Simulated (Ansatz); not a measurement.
Run on CdSe (zincblende type): DFT, PBE, PAW with Ansatz's default frozen-core files, scalar-relativistic (Ansatz 0.2.0). This run: zincblende relaxed under pressure.

The start is a guessed cell of a prototype that needn't be stable.

Command: `ansatz run input.yaml --threads 1 --pin off --max-ram 3584MiB --backend cpu --events-out ev --progress --plain --runs-dir out` It took 39 s on 1 thread of Intel(R) Xeon(R) 6975P-C (Granite Rapids), on a shared host, peak memory 0.43 GiB.

```yaml
crystal:
  lattice:
    - [0.0, 2.6245135744, 2.6245135744]
    - [2.6245135744, 0.0, 2.6245135744]
    - [2.6245135744, 2.6245135744, 0.0]
  atoms:
    - { symbol: Cd, position: [0.0, 0.0, 0.0] }
    - { symbol: Se, position: [0.25, 0.25, 0.25] }
kpoints:
  mp_grid: { grid: [12, 12, 12] }
scf:
  occupations: { method: fermi_dirac, width: 0.05 }
hamiltonian:
  xc: pbe
  pseudopotentials: { kind: paw }
output:
  forces: true
  stress: true
  eigenvalues: true
  write_density: true
  write_potential: true
  elf: true
  volumetric_format: npy
relax:
  f_tol: 0.005
  max_steps: 40
  cell: { p_target: 50.0, stress_tol: 0.03 }
```

Output:

```
Engine: ansatz 0.2.0
Pseudopotentials: kind: paw
Pseudopotential: Cd, paw, valence charge 20, recommended cutoff 420 eV (normal), Cd.paw.azcp
Pseudopotential: Se, paw, valence charge 16, recommended cutoff 420 eV (normal), Se.paw.azcp
Functional definition: PBE
  parameter kappa = 0.804
  parameter beta = 0.06672455060314922
  exchange = pbe_x(kappa = kappa, mu = beta*pi^2/3)
  correlation = pbe_c(beta = beta)
Crystal: 2 atoms, lattice volume = 36.156 Å³
Basis set: ecut = 420 eV, 725 PW (Γ), exchange–correlation on 50×50×50 points (8 copies of the dense FFT grid, shifted against one another)
Bands: 22, of which v1, the nominal top of the filled ones, is band 18 counted from 1 (17 counted from 0)
Symmetry: 24 space group operations
Space group: F-43m (ITA 216), of the structure as read, at distance tolerance 3.3e-5 Å
k-points: 72 of 1728 (time reversal used)
Non-local potential: Cd, projectors of the file, l = 0: 3, l = 1: 2, l = 2: 2, l = 3: 1
Non-local potential: Se, projectors of the file, l = 0: 2, l = 1: 2, l = 2: 3, l = 3: 1
PAW form: soft (Blöchl's): semilocal exchange-correlation on the pseudo side does not see the compensation charge
PAW one-centre angular grid: Cd, 590 points (default); XC on 64 Gauss nodes
PAW one-centre angular grid: Se, 590 points (default); XC on 64 Gauss nodes
Initial density: superposition of atomic densities (neutral atoms: chi_scale 0, normalization atom), corrected by the library's trained network
Initial wavefunctions: pseudopotential atomic-orbital guess
Functional: x = pbe(κ = 0.804, μ = 0.2195149727645171), c = pbe(β = 0.06672455060314922)
SCF iter   1: F=—  HF=-13721.555096 eV  |F-HF|=—  |Δ(HF+E_count)|=         —  Δρ=1.11e-3  dr2=2.35e-4  ethr=1.77e-3  ⟨swp⟩=5.9  Hψ=7152  notcnv=0
preconditioner: auto → none  [insulator: Δε(μ)=1.305 eV  Ē_g=14.667 eV  σ=0.050 eV  W_gap=1.00  n_scr=14 (ndim 8)  ℏωp=26.2 eV  f_vac=0.073  D(μ)=0.00/eV (n_scr^D=0)  ε∞_Penn≈4.2]
SCF iter   2: F=—  HF=-13721.555882 eV  |F-HF|=—  |Δ(HF+E_count)|=   7.86e-4  Δρ=4.33e-4  dr2=3.35e-5  ethr=6.53e-7  ⟨swp⟩=2.5  Hψ=3545  notcnv=0
SCF iter   3: F=—  HF=-13721.555872 eV  |F-HF|=—  |Δ(HF+E_count)|=   1.05e-5  Δρ=1.51e-4  dr2=4.51e-6  ethr=9.30e-8  ⟨swp⟩=2.0  Hψ=2588  notcnv=0
SCF iter   4: F=—  HF=-13721.555873 eV  |F-HF|=—  |Δ(HF+E_count)|=   1.53e-6  Δρ=5.33e-5  dr2=7.32e-7  ethr=1.25e-8  ⟨swp⟩=2.0  Hψ=2880  notcnv=0
iter 5 did not close the SCF: its close was put off for the readings that it lacked (scf_convergence_deferred on its scf_iter line)
SCF iter   5: F=-13721.555873 eV  HF=-13721.555873 eV  |F-HF|=1.85e-8  |Δ(HF+E_count)|=   8.66e-8  Δρ=1.76e-5  dr2=6.64e-8  ethr=2.03e-9  ⟨swp⟩=2.0  Hψ=2776  notcnv=0
SCF iter   6: F=-13721.555873 eV  HF=-13721.555873 eV  |F-HF|=1.29e-9  |Δ(HF+E_count)|=  1.13e-10  Δρ=6.58e-6  dr2=8.04e-9  ethr=1.84e-10  ⟨swp⟩=5.0  Hψ=8843  notcnv=0
SCF 1 converged in 6 iterations: F = -13721.555873 eV  dr2 = 8.04e-9
  greatest PAW one-centre occupation: 1.000 electrons in one spin orbital (limit 2), on the Cd atom at site 0 (counted from 0), in its partial waves of l = 0
relax step   1: F+E_penalty+E_count = -13721.55587341 eV  Δ(F+E_penalty+E_count) = +0.000e0 eV  max|allowed force component| = 2.660e-17 eV/Å  Δτ_max = 0.0000 Å  P = +71.180 GPa  Ω = 36.156 Å³  (6 SCF iters, dr2 threshold 1.00e-7 eV, accepted)
Crystal: 2 atoms, lattice volume = 41.060 Å³
Basis set: ecut = 420 eV, 821 PW (Γ), exchange–correlation on 50×50×50 points (8 copies of the dense FFT grid, shifted against one another)
Initial density: handed on by an earlier stage of this run
Initial wavefunctions: those handed on with the density
iter 1 solved again at ethr=2.59e-5 eV; its pass at ethr=3.10e-3 eV (dr2=9.31e-3 eV) is discarded
SCF iter   1: F=—  HF=-13723.201094 eV  |F-HF|=—  |Δ(HF+E_count)|=         —  Δρ=5.30e-3  dr2=9.37e-3  ethr=2.59e-5  ⟨swp⟩=2.0  Hψ=11229  notcnv=0
preconditioner: auto → none  [insulator: Δε(μ)=1.195 eV  Ē_g=13.857 eV  σ=0.050 eV  W_gap=1.00  n_scr=14 (ndim 8)  ℏωp=24.6 eV  f_vac=0.130  D(μ)=0.00/eV (n_scr^D=0)  ε∞_Penn≈4.1]
SCF iter   2: F=—  HF=-13723.200136 eV  |F-HF|=—  |Δ(HF+E_count)|=   9.58e-4  Δρ=2.37e-3  dr2=1.72e-3  ethr=2.59e-5  ⟨swp⟩=2.6  Hψ=2875  notcnv=0
SCF iter   3: F=—  HF=-13723.200379 eV  |F-HF|=—  |Δ(HF+E_count)|=   2.43e-4  Δρ=1.16e-3  dr2=4.86e-4  ethr=4.78e-6  ⟨swp⟩=2.0  Hψ=2567  notcnv=0
SCF iter   4: F=—  HF=-13723.200342 eV  |F-HF|=—  |Δ(HF+E_count)|=   3.68e-5  Δρ=1.39e-4  dr2=5.46e-6  ethr=1.35e-6  ⟨swp⟩=2.1  Hψ=2602  notcnv=0
SCF iter   5: F=—  HF=-13723.200352 eV  |F-HF|=—  |Δ(HF+E_count)|=   9.64e-6  Δρ=5.35e-5  dr2=6.10e-7  ethr=1.52e-8  ⟨swp⟩=2.0  Hψ=2871  notcnv=0
SCF iter   6: F=-13723.200353 eV  HF=-13723.200353 eV  |F-HF|=1.14e-9  |Δ(HF+E_count)|=   1.17e-6  Δρ=3.99e-6  dr2=3.41e-9  ethr=5.56e-10  ⟨swp⟩=11.5  Hψ=14078  notcnv=0
SCF 2 converged in 6 iterations: F = -13723.200353 eV  dr2 = 3.41e-9
  Residual-converged pass: ⟨swp⟩=1.0  Hψ=1872  notcnv=0  max |occ|·‖R‖ = 7.1e-9 eV (tolerance 1.0e-8 eV)  dr2=3.41e-9  dr2_onsite=1.09e-8  max |Δocc| = 3.2e-15
relax step   2: F+E_penalty+E_count = -13723.20035325 eV  Δ(F+E_penalty+E_count) = -1.644e0 eV  max|allowed force component| = 9.830e-18 eV/Å  Δτ_max = 0.0000 Å  P = +39.403 GPa  Ω = 41.060 Å³  energy of the carried Pulay correction = -1.928e-3 eV  (6 SCF iters, dr2 threshold 2.00e-7 eV, accepted)
Crystal: 2 atoms, lattice volume = 39.283 Å³
Basis set: ecut = 420 eV, 749 PW (Γ), exchange–correlation on 50×50×50 points (8 copies of the dense FFT grid, shifted against one another)
iter 1 solved again at ethr=2.08e-6 eV; its pass at ethr=3.10e-3 eV (dr2=7.50e-4 eV) is discarded
SCF iter   1: F=—  HF=-13722.713326 eV  |F-HF|=—  |Δ(HF+E_count)|=         —  Δρ=1.67e-3  dr2=8.34e-4  ethr=2.08e-6  ⟨swp⟩=2.0  Hψ=10032  notcnv=0
preconditioner: auto → none  [insulator: Δε(μ)=1.226 eV  Ē_g=14.100 eV  σ=0.050 eV  W_gap=1.00  n_scr=14 (ndim 8)  ℏωp=25.1 eV  f_vac=0.083  D(μ)=0.00/eV (n_scr^D=0)  ε∞_Penn≈4.2]
[... lines left out ...]
iter 1 solved again at ethr=8.20e-8 eV; its pass at ethr=3.10e-3 eV (dr2=2.95e-5 eV) is discarded
SCF iter   1: F=—  HF=-13722.655718 eV  |F-HF|=—  |Δ(HF+E_count)|=         —  Δρ=3.71e-6  dr2=3.68e-9  ethr=8.20e-8  ⟨swp⟩=3.0  Hψ=11169  notcnv=0
eigensolver tolerance schedule: the retry pair's looser diagonalisation over-reported the residual by 8027.20 of it (diagonalisation noise at 0.27 of the residual, at the tolerance the schedule requests for it); recorded, not acted on — ethr = c·dr2/N_el stays at c = 1.0e-1
SCF iter   2: F=—  HF=-13722.655730 eV  |F-HF|=—  |Δ(HF+E_count)|=   1.21e-5  Δρ=1.97e-6  dr2=1.11e-9  ethr=1.02e-11  ⟨swp⟩=2.7  Hψ=3070  notcnv=0
SCF iter   3: F=—  HF=-13722.655730 eV  |F-HF|=—  |Δ(HF+E_count)|=  2.22e-10  Δρ=1.06e-6  dr2=3.91e-10  ethr=3.08e-12  ⟨swp⟩=2.0  Hψ=2226  notcnv=0
SCF iter   4: F=-13722.655730 eV  HF=-13722.655730 eV  |F-HF|=1.82e-12  |Δ(HF+E_count)|=  1.06e-10  Δρ=1.21e-7  dr2=3.49e-12  ethr=1.00e-12  ⟨swp⟩=4.0  Hψ=7936  notcnv=0
SCF 7 converged in 4 iterations: F = -13722.655730 eV  dr2 = 3.49e-12
relax step   7: F+E_penalty+E_count = -13722.65572976 eV  Δ(F+E_penalty+E_count) = +4.196e-6 eV  max|allowed force component| = 1.908e-17 eV/Å  Δτ_max = 0.0000 Å  P = +50.000 GPa  Ω = 39.094 Å³  stress off target by 3.89e-4 GPa  SCF on the basis re-selected at this cell (its energy is not comparable with the rows above)  (4 SCF iters)
basis re-selected at this cell: Δ(F+E_penalty+E_count) = +4.196e-6 eV, ΔP = -0.000 GPa vs the last step (what re-selecting the basis moved, of the pressure what is left beyond the Pulay correction that the steps carried, after the strain that the cell walked since its last selection, with what the two solves' SCF thresholds leave and, on support functions, any second-order correction that the steps lacked; it is no measure of the basis error at this ecutwfc). This SCF's stress stands 3.89e-4 GPa from its target on what of the cell is left free (relax.cell.stress_tol is 3.00e-2 GPa) and its largest allowed force component is 1.91e-17 eV/Å (relax.f_tol is 5.00e-3 eV/Å): within both
SCF converged after 4 iterations
Free energy (F): -13722.655730 eV
Harris-Foulkes:  -13722.655730 eV  (|F-HF|=1.82e-12)
Internal energy: -13722.655730 eV  (E = F + TS)
E sigma→0 (E₀):  -13722.655730 eV
Entropy (-TS):   -0.000000 eV (-0.000 meV/atom)
Fermi energy:    14.720687 eV
--- Per-component energies (eV) ---
  E_band       = -706.588324
  E_kinetic    = 636.426052
  E_local      = -5486.314571  (includes V_loc(G=0)·N_el)
  E_nonlocal   = -564.056894
  E_hartree    = 2675.530901
  E_xc         = -287.106410
  E_vxc        = -328.165380  (∫ρ·V_xc dr)
  E_paw        = -5991.832838  (= ΣΔE_a)
  E_vpaw       = -315.538682  (= ΣTr[D̂ρ^β])
  E_aug_tail   = -0.000612  (compensation charges beyond the density's cutoff)
  E_ewald      = -4705.301359
  E_smearing   = -0.000000  (= −TS)
  E_closure    = -0.000000  (closes the sum)
  Σ components = -13722.655730   (vs F -13722.655730, Δ=0.00e0)
--- Forces (eV/Å), atoms counted from 1 ---
  atom   1  Cd     0.00000000     0.00000000    -0.00000000
  atom   2  Se    -0.00000000     0.00000000     0.00000000
  max |Σ_I F_I| component: 4.51e-17 eV/Å
--- Stress (GPa, compression-positive) ---
       50.000389      -0.000000      -0.000000
       -0.000000      50.000389       0.000000
       -0.000000       0.000000      50.000389
  P = ⅓ Tr σ = 50.0004 GPa (500.004 kbar)
--- Band table (eV; the first three rows and the last of 72) ---
  k-point 0: bands = ["-88.9698", "-50.0596", "-50.0596", "-50.0596", "-33.7818", "-33.7818", "-33.7818", "-33.7700", "-33.7700", "-1.3935", "4.0129", "4.0129", "4.0129", "4.9322", "4.9322", "14.0612", "14.0612", "14.0612", "15.2980", "19.7105", "19.7105", "19.7105"]
  k-point 1: bands = ["-88.9698", "-50.0597", "-50.0596", "-50.0596", "-33.7819", "-33.7818", "-33.7818", "-33.7699", "-33.7699", "-1.3421", "4.0317", "4.0317", "4.0340", "4.9296", "4.9296", "13.1999", "13.9421", "13.9421", "15.9091", "19.6698", "19.8696", "19.8696"]
  k-point 2: bands = ["-88.9698", "-50.0603", "-50.0597", "-50.0597", "-33.7821", "-33.7818", "-33.7818", "-33.7699", "-33.7699", "-1.2000", "4.0809", "4.0809", "4.1150", "4.9265", "4.9265", "11.7833", "13.6410", "13.6410", "16.5520", "19.8067", "20.2226", "20.2226"]
  k-point 71: bands = ["-88.9696", "-50.0615", "-50.0612", "-50.0606", "-33.7829", "-33.7825", "-33.7819", "-33.7698", "-33.7695", "-0.3614", "4.3471", "4.5061", "4.8545", "4.8874", "6.1541", "7.9177", "9.7475", "10.1619", "19.0349", "20.5158", "20.9727", "21.4400"]
--- Relaxed structure (5 steps of the walk, 5 accepted, 2 SCFs on fresh bases) ---
  F+E_penalty+E_count = -13722.65572976 eV   max|allowed force component| = 1.908e-17 eV/Å   (the final SCF, on the basis selected at the relaxed cell)
  cell:  # Å, volume = 39.0937 Å³
    - [-9.259863464177783e-33, 2.6937612968068567, 2.6937612968068567]
    - [2.6937612968068567, -1.4967167831826146e-32, 2.6937612968068567]
    - [2.6937612968068567, 2.6937612968068567, 4.153215756442507e-33]
  atoms:
    - { symbol: Cd, position: [6.619700202528009e-34, 5.152053044461753e-34, -2.094454798490386e-34] }
    - { symbol: Se, position: [0.25, 0.25, 0.25] }
```

Next run (wurtzite relaxed under pressure), as changes to the input before:

```diff
   lattice:
-    - [0.0, 2.6245135744, 2.6245135744]
-    - [2.6245135744, 0.0, 2.6245135744]
-    - [2.6245135744, 2.6245135744, 0.0]
+    - [3.7138931812, 0.0, 0.0]
+    - [-1.8569465906, 3.2163258419, 0.0]
+    - [0.0, 0.0, 6.0536458854]
   atoms:
-    - { symbol: Cd, position: [0.0, 0.0, 0.0] }
-    - { symbol: Se, position: [0.25, 0.25, 0.25] }
+    - { symbol: Cd, position: [0.3333333333, 0.6666666667, 0.0] }
+    - { symbol: Cd, position: [0.6666666667, 0.3333333333, 0.5] }
+    - { symbol: Se, position: [0.3333333333, 0.6666666667, 0.376] }
+    - { symbol: Se, position: [0.6666666667, 0.3333333333, 0.876] }
 kpoints:
-  mp_grid: { grid: [12, 12, 12] }
+  mp_grid: { grid: [9, 9, 5] }
 scf:
   eigenvalues: true
-  write_density: true
-  write_potential: true
-  elf: true
-  volumetric_format: npy
 relax:
```

Results part of the output:

```
basis re-selected at this cell: Δ(F+E_penalty+E_count) = -1.709e-4 eV, ΔP = -0.007 GPa vs the last step (what re-selecting the basis moved, of the pressure what is left beyond the Pulay correction that the steps carried, after the strain that the cell walked since its last selection, with what the two solves' SCF thresholds leave and, on support functions, any second-order correction that the steps lacked; it is no measure of the basis error at this ecutwfc). This SCF's stress stands 1.53e-2 GPa from its target on what of the cell is left free (relax.cell.stress_tol is 3.00e-2 GPa) and its largest allowed force component is 2.85e-4 eV/Å (relax.f_tol is 5.00e-3 eV/Å): within both
SCF converged after 5 iterations
Free energy (F): -27443.246611 eV
Harris-Foulkes:  -27443.246611 eV  (|F-HF|=7.28e-12)
Internal energy: -27443.224986 eV  (E = F + TS)
E sigma→0 (E₀):  -27443.235798 eV
Entropy (-TS):   -0.021626 eV (-5.406 meV/atom)
Fermi energy:    19.272824 eV
--- Per-component energies (eV) ---
  E_band       = -1098.015424
  E_kinetic    = 1267.979682
  E_local      = -8635.828247  (includes V_loc(G=0)·N_el)
  E_nonlocal   = -1125.097195
  E_hartree    = 4343.460524
  E_xc         = -573.426587
[... lines left out ...]
  k-point 0: bands = ["-84.5865", "-84.5865", "-45.6073", "-45.6072", "-45.5757", "-45.5757", "-45.5757", "-45.5757", "-29.7544", "-29.7544", "-29.7544", "-29.7544", "-29.6977", "-29.6976", "-29.6847", "-29.6847", "-29.6847", "-29.6847", "1.1411", "1.3612", "7.8147", "7.8208", "8.5629", "8.9860", "8.9860", "8.9862", "8.9862", "10.1608", "10.1608", "10.1669", "10.1669", "11.2872", "12.5455", "19.1073", "20.0457", "23.7990", "23.7990", "23.8976", "23.8976", "27.0714", "30.9998", "31.8034", "32.4688", "32.4688"]
  k-point 1: bands = ["-84.5865", "-84.5865", "-45.6073", "-45.6072", "-45.5757", "-45.5757", "-45.5757", "-45.5757", "-29.7544", "-29.7544", "-29.7544", "-29.7544", "-29.6977", "-29.6976", "-29.6847", "-29.6847", "-29.6847", "-29.6847", "1.1608", "1.3387", "7.8150", "7.8194", "8.7107", "8.9860", "8.9860", "8.9862", "8.9862", "10.1614", "10.1614", "10.1663", "10.1663", "10.6532", "13.3428", "17.7885", "21.4282", "23.8082", "23.8082", "23.8880", "23.8880", "26.4142", "31.1764", "31.7548", "32.4769", "32.4769"]
  k-point 2: bands = ["-84.5865", "-84.5865", "-45.6073", "-45.6072", "-45.5757", "-45.5757", "-45.5757", "-45.5757", "-29.7544", "-29.7544", "-29.7544", "-29.7544", "-29.6977", "-29.6976", "-29.6847", "-29.6847", "-29.6847", "-29.6847", "1.2135", "1.2813", "7.8157", "7.8172", "8.9861", "8.9861", "8.9861", "8.9861", "9.1389", "9.8093", "10.1629", "10.1629", "10.1648", "10.1648", "14.6803", "16.1845", "23.2092", "23.8326", "23.8326", "23.8630", "23.8630", "24.9464", "31.4340", "31.6259", "32.4963", "32.4963"]
  k-point 35: bands = ["-84.5647", "-84.5647", "-45.7040", "-45.7040", "-45.7038", "-45.7038", "-45.5830", "-45.5830", "-29.7320", "-29.7320", "-29.7319", "-29.7319", "-29.6972", "-29.6972", "-29.6972", "-29.6971", "-29.6710", "-29.6710", "6.7230", "6.7230", "8.9301", "8.9803", "9.0720", "9.0720", "9.1515", "9.1515", "9.1815", "9.1909", "9.9252", "9.9252", "13.0227", "13.0227", "13.0287", "13.1697", "16.8529", "16.8529", "21.0712", "21.3690", "21.3690", "21.6250", "23.9325", "23.9325", "26.4951", "26.7577"]
--- Relaxed structure (28 steps of the walk, 27 accepted, 3 SCFs on fresh bases) ---
  F+E_penalty+E_count = -27443.24661126 eV   max|allowed force component| = 2.854e-4 eV/Å   (the final SCF, on the basis selected at the relaxed cell)
  cell:  # Å, volume = 62.7666 Å³
    - [2.693559833485523, 1.0564400300686927e-31, 7.607380447428058e-33]
    - [-1.3467799167427614, 2.3326912424118458, -2.614216026165665e-33]
    - [3.5546510113890296e-32, -6.231279319292431e-32, 9.989528361584588]
  atoms:
    - { symbol: Cd, position: [0.33333333333333337, 0.6666666666666667, 0.05975601439185787] }
    - { symbol: Cd, position: [0.6666666666666667, 0.33333333333333337, 0.559756014391858] }
    - { symbol: Se, position: [0.33333333333333337, 0.6666666666666667, 0.3162439856081423] }
    - { symbol: Se, position: [0.6666666666666667, 0.33333333333333337, 0.8162439856081417] }
```

Next run (NiAs relaxed under pressure), as changes to the input before:

```diff
   lattice:
-    - [3.7138931812, 0.0, 0.0]
-    - [-1.8569465906, 3.2163258419, 0.0]
-    - [0.0, 0.0, 6.0536458854]
+    - [3.6659334039, 0.0, 0.0]
+    - [-1.832966702, 3.1747914564, 0.0]
+    - [0.0, 0.0, 5.6821967761]
   atoms:
-    - { symbol: Cd, position: [0.3333333333, 0.6666666667, 0.0] }
-    - { symbol: Cd, position: [0.6666666667, 0.3333333333, 0.5] }
-    - { symbol: Se, position: [0.3333333333, 0.6666666667, 0.376] }
-    - { symbol: Se, position: [0.6666666667, 0.3333333333, 0.876] }
+    - { symbol: Cd, position: [0.0, 0.0, 0.0] }
+    - { symbol: Cd, position: [0.0, 0.0, 0.5] }
+    - { symbol: Se, position: [0.3333333333, 0.6666666667, 0.25] }
+    - { symbol: Se, position: [0.6666666667, 0.3333333333, 0.75] }
 kpoints:
-  mp_grid: { grid: [9, 9, 5] }
+  mp_grid: { grid: [11, 11, 6] }
 scf:
```

Results part of the output:

```
basis re-selected at this cell: Δ(F+E_penalty+E_count) = -1.377e-7 eV, ΔP = +0.000 GPa vs the last step (what re-selecting the basis moved, of the pressure what is left beyond the Pulay correction that the steps carried, after the strain that the cell walked since its last selection, with what the two solves' SCF thresholds leave and, on support functions, any second-order correction that the steps lacked; it is no measure of the basis error at this ecutwfc). This SCF's stress stands 4.85e-3 GPa from its target on what of the cell is left free (relax.cell.stress_tol is 3.00e-2 GPa) and its largest allowed force component is 7.86e-17 eV/Å (relax.f_tol is 5.00e-3 eV/Å): within both
SCF converged after 4 iterations
Free energy (F): -27445.666780 eV
Harris-Foulkes:  -27445.666780 eV  (|F-HF|=0.00e0)
Internal energy: -27445.664185 eV  (E = F + TS)
E sigma→0 (E₀):  -27445.665482 eV
Entropy (-TS):   -0.002595 eV (-0.649 meV/atom)
Fermi energy:    17.452371 eV
--- Per-component energies (eV) ---
  E_band       = -1177.948248
  E_kinetic    = 1271.752133
  E_local      = -9228.395456  (includes V_loc(G=0)·N_el)
  E_nonlocal   = -1125.084274
  E_hartree    = 4598.131199
  E_xc         = -573.396007
  E_vxc        = -655.291204  (∫ρ·V_xc dr)
[... lines left out ...]
--- Band table (eV; the first three rows and the last of 64) ---
  k-point 0: bands = ["-85.7358", "-85.7348", "-46.8383", "-46.8273", "-46.8273", "-46.8256", "-46.8256", "-46.8167", "-30.4538", "-30.4531", "-30.4480", "-30.4480", "-30.4467", "-30.4467", "-30.4071", "-30.4071", "-30.4067", "-30.4067", "1.3296", "3.0246", "7.2968", "7.4011", "7.4011", "7.4309", "7.9496", "7.9496", "8.0071", "8.0071", "8.3760", "8.3760", "10.2228", "15.0580", "16.0498", "16.0498", "17.5017", "17.5017", "18.7759", "20.3527", "23.5173", "23.5173", "25.2074", "26.6036", "26.6036", "26.9295"]
  k-point 1: bands = ["-85.7357", "-85.7348", "-46.8369", "-46.8272", "-46.8272", "-46.8257", "-46.8257", "-46.8181", "-30.4537", "-30.4532", "-30.4479", "-30.4479", "-30.4468", "-30.4468", "-30.4071", "-30.4071", "-30.4068", "-30.4068", "1.4123", "2.8567", "7.4126", "7.4386", "7.4386", "7.4663", "7.9170", "7.9170", "8.0251", "8.0251", "8.3401", "8.3401", "10.3681", "14.3697", "16.1563", "16.1563", "17.4143", "17.4143", "19.4832", "20.4905", "23.5799", "23.5799", "24.5385", "25.7231", "25.7231", "26.2453"]
  k-point 2: bands = ["-85.7355", "-85.7350", "-46.8329", "-46.8269", "-46.8269", "-46.8260", "-46.8260", "-46.8221", "-30.4536", "-30.4533", "-30.4477", "-30.4477", "-30.4470", "-30.4470", "-30.4070", "-30.4070", "-30.4068", "-30.4068", "1.6523", "2.4625", "7.5422", "7.5422", "7.5526", "7.5893", "7.8223", "7.8223", "8.0770", "8.0770", "8.2535", "8.2535", "10.8845", "13.0799", "16.4405", "16.4405", "17.1676", "17.1676", "20.6975", "20.8535", "23.7589", "23.7865", "23.7865", "24.8231", "24.8231", "25.0780"]
  k-point 63: bands = ["-85.7350", "-85.7350", "-46.8312", "-46.8312", "-46.8301", "-46.8301", "-46.8268", "-46.8268", "-30.4523", "-30.4523", "-30.4477", "-30.4477", "-30.4476", "-30.4476", "-30.4060", "-30.4060", "-30.4055", "-30.4055", "3.2285", "3.2285", "7.3593", "7.3593", "7.8129", "7.8129", "7.9518", "7.9518", "8.1888", "8.1888", "9.0979", "9.0979", "10.9123", "10.9123", "12.1582", "12.1582", "16.3321", "16.3321", "19.9357", "19.9357", "21.0542", "21.0542", "25.2128", "25.2128", "26.9893", "26.9893"]
--- Relaxed structure (6 steps of the walk, 6 accepted, 2 SCFs on fresh bases) ---
  F+E_penalty+E_count = -27445.66677970 eV   max|allowed force component| = 7.864e-17 eV/Å   (the final SCF, on the basis selected at the relaxed cell)
  cell:  # Å, volume = 66.7097 Å³
    - [3.515181203734963, 2.7680447473332018e-11, 0.0]
    - [-1.7575906018914533, 3.0442362213261998, 0.0]
    - [0.0, 0.0, 6.233940903945416]
  atoms:
    - { symbol: Cd, position: [2.9806925522841226e-34, -2.125581494733074e-34, 2.4554733588995938e-105] }
    - { symbol: Cd, position: [3.0223471356368127e-34, -1.8254250592119846e-34, 0.5] }
    - { symbol: Se, position: [0.33333333333333326, 0.6666666666666665, 0.25] }
    - { symbol: Se, position: [0.6666666666666665, 0.33333333333333326, 0.75] }
```
